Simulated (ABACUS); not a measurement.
A run of ABACUS 3.10.1:

INPUT

```
INPUT_PARAMETERS
suffix              Sc
calculation         scf
basis_type          lcao
pseudo_dir          ./
orbital_dir         ./
symmetry            1
dft_functional      pbe
ecutwfc             100
pseudo_rcut         10
nspin               1
nbands              15
ks_solver           genelpa
smearing_method     fd
smearing_sigma      0.00367493
scf_thr             1e-07
scf_nmax            100
mixing_type         broyden
mixing_beta         0.7
cal_force           1
cal_stress          1
out_mul             1
```

File STRU:

```
ATOMIC_SPECIES
Sc 44.9559 Sc.upf

NUMERICAL_ORBITAL
Sc_confined-atom_8au_3s2p2d1f.orb

LATTICE_CONSTANT
1.8897261246

LATTICE_VECTORS
3.3090000000 0.0000000000 0.0000000000
-1.6545000000 2.8656780611 0.0000000000
0.0000000000 0.0000000000 5.2733000000

ATOMIC_POSITIONS
Direct

Sc
0.0
2
0.6666666667 0.3333333333 0.7500000000 1 1 1
0.3333333333 0.6666666667 0.2500000000 1 1 1
```

KPT

```
K_POINTS
0
Gamma
9 9 5 0 0 0
```

Potentials or basis: PseudoDojo NC SR 0.4.1 PBE standard, DZP LCAO (the cutoffs set its grid).

The run is started by

```sh
$ OMP_NUM_THREADS=1 mpirun -np 4 abacus > log
```

Hardware: 4 MPI ranks on Intel(R) Xeon(R) CPU @ 2.60GHz (Ice Lake), on a shared host.

Question: Estimate the wall time of this run.

Answer: Run time: 5.9 s on 4 MPI ranks on Intel(R) Xeon(R) CPU @ 2.60GHz (Ice Lake), on a shared host, peak memory 0.44 GiB a rank. Counts: scf iterations 8, k points 36, bands 15, basis 52, ranks 4.
